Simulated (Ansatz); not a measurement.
# EuS: the cost of one run

Method: DFT r²SCAN+U (U_eff = 3 eV on Eu f), plane waves, PAW, no spin–orbit coupling unless a run says so, in Ansatz 0.2.0.

### Step 1. The starting structure

Symmetry: Fm-3m, No. 225, cubic system. Conventional cell: a = 5.957 Å, b = 5.957 Å, c = 5.957 Å, α = 90.00°, β = 90.00°, γ = 90.00°. Around Eu (site symmetry m-3m) lie 6 S at 2.98 Å. S (site symmetry m-3m) has 6 Eu at 2.98 Å as nearest neighbours.

As a file:

```
CELL_PARAMETERS angstrom
0.00000 2.97850 2.97850
2.97850 0.00000 2.97850
2.97850 2.97850 0.00000
ATOMIC_POSITIONS crystal
Eu 0.50000 0.50000 0.50000
S 0.00000 0.00000 0.00000
```

An earlier series on this cell reached its lowest free state from «ferromagnetic start, free, symmetry kept, no search», perhaps among other starts.

### Step 2. Total moment locked, 6.30 μB per cell

input.yaml reads:

```yaml
crystal:
  lattice:
    - [0.0, 2.97850187, 2.97850187]
    - [2.97850187, 0.0, 2.97850187]
    - [2.97850187, 2.97850187, 0.0]
  atoms:
    - { symbol: Eu, position: [0.5, 0.5, 0.5], spin: 6.3 }
    - { symbol: S, position: [0.0, 0.0, 0.0] }
basis:
  ecutwfc: 500
  ecutrho_ratio: 4
kpoints:
  mp_grid: { grid: [6, 6, 6] }
hamiltonian:
  xc: r2scan
  hubbard:
    sites:
      - { site: 0, l: f, u_eff: 3.0, starting_ns: [{ spin: up, occupation_matrix: s0up }, { spin: down, occupation_matrix: s0down }] }
    occupation_matrices:
      s0up:
        matrix:
          - [0.97, 0.0, 0.0, 0.0, 0.0, 0.0, 0.0]
          - [0.0, 0.97, 0.0, 0.0, 0.0, 0.0, 0.0]
          - [0.0, 0.0, 0.97, 0.0, 0.0, 0.0, 0.0]
          - [0.0, 0.0, 0.0, 0.97, 0.0, 0.0, 0.0]
          - [0.0, 0.0, 0.0, 0.0, 0.97, 0.0, 0.0]
          - [0.0, 0.0, 0.0, 0.0, 0.0, 0.97, 0.0]
          - [0.0, 0.0, 0.0, 0.0, 0.0, 0.0, 0.97]
      s0down:
        matrix:
          - [0.02, 0.0, 0.0, 0.0, 0.0, 0.0, 0.0]
          - [0.0, 0.02, 0.0, 0.0, 0.0, 0.0, 0.0]
          - [0.0, 0.0, 0.02, 0.0, 0.0, 0.0, 0.0]
          - [0.0, 0.0, 0.0, 0.02, 0.0, 0.0, 0.0]
          - [0.0, 0.0, 0.0, 0.0, 0.02, 0.0, 0.0]
          - [0.0, 0.0, 0.0, 0.0, 0.0, 0.02, 0.0]
          - [0.0, 0.0, 0.0, 0.0, 0.0, 0.0, 0.02]
    ns_hold: { iters: 8 }
scf:
  occupations: { method: gaussian, width: 0.05 }
  lower_state_search: "off"
  max_iter: 150
output:
  forces: true
  stress: true
  eigenvalues: true
  populations: true
  hubbard: { sites: [{ site: 0, l: f }] }
magnetization:
  spin_polarized: true
  initial_magnetization: 6.3
  spin_locking: { lock_magnetization: hard }
```

At this filling each channel is wholly full or empty, so no choice of orbitals remains. The typed matrices put 0.97 on the chosen orbitals and 0.02 on the others, and are held for 8 cycles. The lock stays on to the end, so the result is a constrained state.

The run is started by

```sh
ansatz run input.yaml --threads 2 --pin off --max-ram 3072MiB --backend cpu --events-out ev --progress --plain --runs-dir out
```

**Question.** How long does this run take on 2 threads of Arm Neoverse V2, shared host, and how much memory does it need?

About 6.8 s, with a peak of 0.5 GiB.
